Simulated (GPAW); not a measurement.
Here is a GPAW 26.7.0 calculation.

File run.py:

```python
from ase import Atoms
from ase.dft.bandgap import bandgap
from ase.io import write
from ase.units import GPa
from gpaw import GPAW, PW

atoms = Atoms(['Hf', 'Hf', 'O', 'O', 'O', 'O'],
              cell=[[3.55801933, 0.0, 0.0],
                    [0.0, 3.55801933, 0.0],
                    [0.0, 0.0, 5.17186121]],
              scaled_positions=[[0.0, 0.0, 0.0],
                                [0.5, 0.5, 0.5],
                                [0.0, 0.5, 0.19720788],
                                [0.5, 0.0, 0.30279212],
                                [0.5, 0.0, 0.80279212],
                                [0.0, 0.5, 0.69720788]],
              pbc=True)

calc = GPAW(mode=PW(800),
            xc='MGGA_X_R2SCAN+MGGA_C_R2SCAN',
            kpts={'size': (5, 5, 4), 'gamma': True},
            occupations={'name': 'fermi-dirac', 'width': 0.05},
            nbands=43,
            convergence={'density': 1e-05, 'energy': 1e-05},
            maxiter=150,
            txt='gpaw.txt')
atoms.calc = calc
energy = atoms.get_potential_energy()
forces = atoms.get_forces()
stress = atoms.get_stress()
calc.write('gs.gpw')
write('result.traj', atoms)
print(f'Energy: {energy:.6f} eV')
print('Forces (eV/A):')
print(forces.round(4))
print('Stress (GPa):', (stress / GPa).round(3))
print('Fermi level:', round(calc.get_fermi_level(), 4), 'eV')
print(f'Gap: {bandgap(calc)[0]:.4f} eV, direct: {bandgap(calc, direct=True)[0]:.4f} eV')

path = atoms.cell.bandpath('GXMGZRAZ,XR,MA', npoints=60, eps=1e-4)
bs_calc = calc.fixed_density(kpts=path, symmetry='off', nbands=61,
                             convergence={'bands': 'CBM+6.0', 'eigenstates': 1e-6}, txt='bands.txt')
bs = bs_calc.band_structure()
bs.write('bs.json')
print(f'Gap on the path: {bandgap(bs_calc)[0]:.4f} eV')
```

Potentials or basis: GPAW PAW data sets (gpaw-data 1.2.1), pw.

Run with:

```bash
$ OMP_NUM_THREADS=1 python run.py
```

(1) Estimate the band gap on the k mesh.

(2) What does it give for the largest force?

(3) Predict the pressure.

Answers

(1) 5.30 eV, indirect (least direct gap 5.38 eV).

(2) 0.126 eV/Å.

(3) 4.3 GPa.

Caveat: the PAW data sets were made with another functional, which shifts forces and pressure a little; spin-orbit coupling is left out, which moves the levels of the heavy elements.
